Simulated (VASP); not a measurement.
# Nb (Fm-3m) in VASP: notebook, part 3 of 3

VASP 6.6.1. The steps go on from the part before.

### 6 Equation of state, r2SCAN, 17.92 Å³/atom (a relaxed cell with its volume scaled by 0.96)

File INCAR:

```
SYSTEM = Nb
ALGO = Normal ; EDIFF = 1E-7
ENCUT = 520 ; ISIF = 2
ISMEAR = -1 ; LASPH = .TRUE.
LCHARG = .FALSE. ; LMIXTAU = .TRUE.
LREAL = .FALSE. ; LWAVE = .FALSE.
METAGGA = R2SCAN ; NELM = 80
PREC = Accurate ; SIGMA = 0.05
```

File KPOINTS:

```
k-points
0
G
  10 10 10
  0 0 0
```

File POSCAR:

```
Nb                                      
1.0
   -0.0000000000      2.0769317790      2.0769317790
    2.0769317790     -0.0000000000      2.0769317790
    2.0769317790      2.0769317790      0.0000000000
  Nb            
     1
Direct
     0.0000000000000000    0.0000000000000000    0.0000000000000000
```

Potentials or basis: VASP PAW PBE potentials, release 64 (Nb_sv).

The run is started by

```sh
$ cat potpaw_PBE.64/Nb_sv/POTCAR > POTCAR
$ mpirun -np 1 vasp_std > vasp.out
```

OUTCAR:

```text
SYSTEM = Nb
   EDIFF = 1E-7
   ENCUT = 520
   ISIF = 2
   ISMEAR = -1
   LASPH = .TRUE.
   LREAL = .FALSE.
   METAGGA = R2SCAN
   NELM = 80
   PREC = Accurate

 ion  position               nearest neighbor table
   1  0.000  0.000  0.000-

  LATTYP: Found a face centered cubic cell.
 ALAT       =     4.1538635580

  Lattice vectors:

 A1 = (   0.0000000000,   2.0769317790,   2.0769317790)
 A2 = (   2.0769317790,   0.0000000000,   2.0769317790)
 A3 = (   2.0769317790,   2.0769317790,   0.0000000000)

[... 491 lines left out ...]

 [... further k-points ...]

------------------------ aborting loop because EDIFF is reached ----------------------------------------

  FORCE on cell =-STRESS in cart. coord.  units (eV):
  Direction    XX          YY          ZZ          XY          YZ          ZX
  --------------------------------------------------------------------------------------
  -------------------------------------------------------------------------------------
  Total        0.8386218      0.8386218      0.8386218      0.0000000      0.0000000      0.0000000
  in kB       74.9859775     74.9859775     74.9859775      0.0000000      0.0000000      0.0000000
  external PRESSURE =      74.9859775 kB  Pullay stress =       0.0000000 kB

 VOLUME and BASIS-vectors are now :
 -----------------------------------------------------------------------------
  energy-cutoff  :      520.00
  volume of cell :       17.92
      direct lattice vectors                 reciprocal lattice vectors
     0.000000000  2.076931779  2.076931779    -0.240739732  0.240739732  0.240739732
     2.076931779  0.000000000  2.076931779     0.240739732 -0.240739732  0.240739732
     2.076931779  2.076931779  0.000000000     0.240739732  0.240739732 -0.240739732

 POSITION                                       TOTAL-FORCE (eV/Angst)
 -----------------------------------------------------------------------------------
      0.00000      0.00000      0.00000        -0.000000     -0.000000     -0.000000
 -----------------------------------------------------------------------------------
    total drift:                                0.000000      0.000000      0.000000

  FREE ENERGIE OF THE ION-ELECTRON SYSTEM (eV)
  ---------------------------------------------------
  free  energy   TOTEN  =       -24.5117258562 eV

  energy  without entropy=      -24.5007894152  energy(sigma->0) =      -24.50625764
```

stdout:

```text
POSCAR found type information on POSCAR Nb
 POSCAR found :  1 types and       1 ions
 scaLAPACK will be used
 -----------------------------------------------------------------------------
|                                                                             |
|                                                                             |
|     You enforced a specific xc type in the INCAR file but a different       |
|     I HOPE YOU KNOW WHAT YOU ARE DOING!                                     |
|                                                                             |
 -----------------------------------------------------------------------------

 LDA part: xc-table for (None), standard interpolation
 POSCAR, INCAR and KPOINTS ok, starting setup
 FFT: planning ... GRIDC
 FFT: planning ... GRID_SOFT
 FFT: planning ... GRID
 WAVECAR not read
 entering main loop
```

Run time: 39 s. Hardware: 1 thread of Intel Xeon Platinum 8259CL at 2.50GHz (Skylake/Cascade Lake), shared host; peak memory 0.15 GiB.

What came out:

| Property | Result |
| --- | --- |
| Free energy | -24.5117 eV |
| Pressure | 7.5 GPa |
| Band gap on the k mesh | none (metal or under the smearing width) |

Caveat: the PAW data sets were made with another functional, which shifts forces and pressure a little.

### 7 Equation of state, r2SCAN, 18.29 Å³/atom (a relaxed cell with its volume scaled by 0.98)

INCAR is that of step 6.

KPOINTS is that of step 6.

File POSCAR:

```
Nb                                      
1.0
   -0.0000000000      2.0912558991      2.0912558991
    2.0912558991     -0.0000000000      2.0912558991
    2.0912558991      2.0912558991      0.0000000000
  Nb            
     1
Direct
     0.0000000000000000    0.0000000000000000    0.0000000000000000
```

The run is started by

```sh
$ cat potpaw_PBE.64/Nb_sv/POTCAR > POTCAR
$ mpirun -np 1 vasp_std > vasp.out
```

Run time: 38 s. Hardware: 1 thread of Intel Xeon Platinum 8259CL at 2.50GHz (Skylake/Cascade Lake), shared host; peak memory 0.15 GiB.

It converged, with:

- Free energy: -24.5247 eV
- Pressure: 3.5 GPa
- Band gap on the k mesh: none (metal or under the smearing width)

Caveat: the PAW data sets were made with another functional, which shifts forces and pressure a little.

### 8 Equation of state, r2SCAN, 18.66 Å³/atom

INCAR is that of step 7.

KPOINTS is that of step 7.

File POSCAR:

```
Nb                                      
1.0
   -0.0000000000      2.1053864351      2.1053864351
    2.1053864351     -0.0000000000      2.1053864351
    2.1053864351      2.1053864351      0.0000000000
  Nb            
     1
Direct
     0.0000000000000000    0.0000000000000000    0.0000000000000000
```

The run is started by

```sh
$ cat potpaw_PBE.64/Nb_sv/POTCAR > POTCAR
$ mpirun -np 1 vasp_std > vasp.out
```

Run time: 39 s. Hardware: 1 thread of Intel Xeon Platinum 8259CL at 2.50GHz (Skylake/Cascade Lake), shared host; peak memory 0.14 GiB.

Results (log left out):

- Free energy: -24.5289 eV
- Pressure: -0.1 GPa
- Band gap on the k mesh: none (metal or under the smearing width)

Caveat: the PAW data sets were made with another functional, which shifts forces and pressure a little.

### 9 Equation of state, r2SCAN, 19.04 Å³/atom (a relaxed cell with its volume scaled by 1.02)

INCAR is that of step 8.

KPOINTS is that of step 8.

File POSCAR:

```
Nb                                      
1.0
   -0.0000000000      2.1193297980      2.1193297980
    2.1193297980     -0.0000000000      2.1193297980
    2.1193297980      2.1193297980      0.0000000000
  Nb            
     1
Direct
     0.0000000000000000    0.0000000000000000    0.0000000000000000
```

Potentials or basis: VASP PAW PBE potentials, release 64 (Nb_sv).

The run is started by

```sh
$ cat potpaw_PBE.64/Nb_sv/POTCAR > POTCAR
$ mpirun -np 1 vasp_std > vasp.out
```

Run time: 36 s. Hardware: 1 thread of Intel Xeon Platinum 8259CL at 2.50GHz (Skylake/Cascade Lake), shared host; peak memory 0.15 GiB.

It converged, with:

```yaml
Free_energy: -24.5250 eV
Pressure: -3.4 GPa
Band_gap_on_the_k_mesh: none (metal or under the smearing width)
```

Caveat: the PAW data sets were made with another functional, which shifts forces and pressure a little.

### 10 Equation of state, r2SCAN, 19.41 Å³/atom (a relaxed cell with its volume scaled by 1.04)

INCAR is that of step 9.

KPOINTS is that of step 9.

File POSCAR:

```
Nb                                      
1.0
   -0.0000000000      2.1330920654      2.1330920654
    2.1330920654     -0.0000000000      2.1330920654
    2.1330920654      2.1330920654      0.0000000000
  Nb            
     1
Direct
     0.0000000000000000    0.0000000000000000    0.0000000000000000
```

The run is started by

```sh
$ cat potpaw_PBE.64/Nb_sv/POTCAR > POTCAR
$ mpirun -np 1 vasp_std > vasp.out
```

It took 38 s on 1 thread of Intel Xeon Platinum 8259CL at 2.50GHz (Skylake/Cascade Lake), shared host; peak memory 0.15 GiB.

Results (log left out):

```
Free energy            : -24.5137 eV
Pressure               : -6.4 GPa
Band gap on the k mesh : none (metal or under the smearing width)
```

Caveat: the PAW data sets were made with another functional, which shifts forces and pressure a little.

### 11 Equation of state, r2SCAN

This run uses another cell than the first one, of 18.66 Å³/atom, 0.986 times its volume.

This step only gathers the single runs of the series.

What came out:

| Quantity | Value |
| --- | --- |
| Equilibrium volume | 18.67 Å³/atom |
| Bulk modulus | 173 GPa |
| Pressure derivative of the bulk modulus | 3.4 (rough: it moves with the points fitted) |

Energy against volume, from the lowest point:
```
volume (Å³/atom)  energy (meV/atom)
          17.918              17.13
          18.292               4.17
          18.665               0.00
          19.038               3.90
          19.411              15.18
```

Caveat: the PAW data sets were made with another functional, which shifts forces and pressure a little.

### 12 The reference run

An earlier run on the cell as given: functional PBE; potentials or basis VASP PAW PBE potentials, release 64 (Nb_sv); cutoff 520 eV; k mesh 11 × 11 × 11; occupations fermi-dirac, width 0.05 eV; no spin polarisation.

- Pressure: -2.1 GPa
- Band gap on the k mesh: none (metal or under the smearing width)

### 13 The runs side by side

```csv
task,level,potentials or basis,cell,k mesh,cutoff (eV),smearing,grid for exact exchange (PRECFOCK),ladder,mesh quality,pressure (GPa)
band structure,HSEsol+D4,"VASP PAW PBE potentials, release 64 (Nb_sv)",volume scaled by 1.04,6 × 6 × 6,520,gaussian 0.01 eV,Fast,-,coarse,-14.6
band structure,LDA,"VASP PAW LDA potentials, release 64 (Nb_pv)","Fm-3m, 18.92 Å³/atom",11 × 11 × 11,500,fermi-dirac 0.1 eV,-,-,not flagged,-
equation of state,r2SCAN,"VASP PAW PBE potentials, release 64 (Nb_sv)","Fm-3m, 18.66 Å³/atom",10 × 10 × 10,520,fermi-dirac 0.05 eV,-,gaps,not flagged,-
single point,PBE,"VASP PAW PBE potentials, release 64 (Nb_sv)","Fm-3m, 18.92 Å³/atom",11 × 11 × 11,520,fermi-dirac 0.05 eV,-,-,not flagged,-2.1
```

Alike in all rows: no spin polarisation.

Caveats: some runs use coarse meshes; the PAW data sets were made with another functional, which shifts forces and pressure a little (some runs); pairwise dispersion overbinds metals, which lowers pressure and volume (some runs).

Total energies depend on the potentials used, so only differences within one code and one set of settings carry meaning.
